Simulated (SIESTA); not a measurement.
# In under changes of volume

One of the cells (26.540 Å³/atom); the others are scaled copies at fixed shape and fractional positions:

```
In
1.0
     3.33548    0.00000    0.00000
    -1.66774    2.88861    0.00000
     0.00000    0.00000    5.50914
In
2
Direct
  0.66667 0.33333 0.75000
  0.33333 0.66667 0.25000
```

This isn't the form of In at room conditions, which is tetragonal.

* Program: SIESTA 5.4.2
* Functional: LDA
* Potentials or basis: PseudoDojo 0.4 standard (LDA files)
* Basis: DZP (energy shift 0.003 Ry; two zetas on semicore shells)
* Grid cutoff: 500 Ry
* Energy shift: 0.003 Ry
* k mesh: 9 × 9 × 5
* Occupations: fermi-dirac, width 0.05 eV
* Spin: no spin polarisation

```csv
volume (Å³/atom),energy over the lowest point (meV/atom),pressure (GPa)
24.948,0.00,0.0
25.478,1.91,-1.0
26.009,?,?
26.540,14.52,-2.5
27.071,24.15,-3.1
27.602,35.51,-3.6
28.133,48.54,-4.1
```

Question: What does the run at 26.009 Å³/atom give?

Answer: Energy over the lowest point 6.94 meV/atom; pressure -1.8 GPa.

Worked out: A Birch-Murnaghan fit of order 3 (a polynomial in V^(-2/3)) to the other rows has its minimum at 24.90 Å³/atom, just outside them, with B0 = V·E''(V) = 51 GPa and B' = 6.7 at fixed shape and positions, which overstates the stiffness. It gives 6.94 meV/atom at 26.009 Å³/atom, against the run's 6.94, and -dE/dV = -1.9 GPa, against -1.8.

Energies are extrapolated to zero smearing.

Caveats: the basis of atomic orbitals isn't converged, which shifts pressures, moduli and gaps.
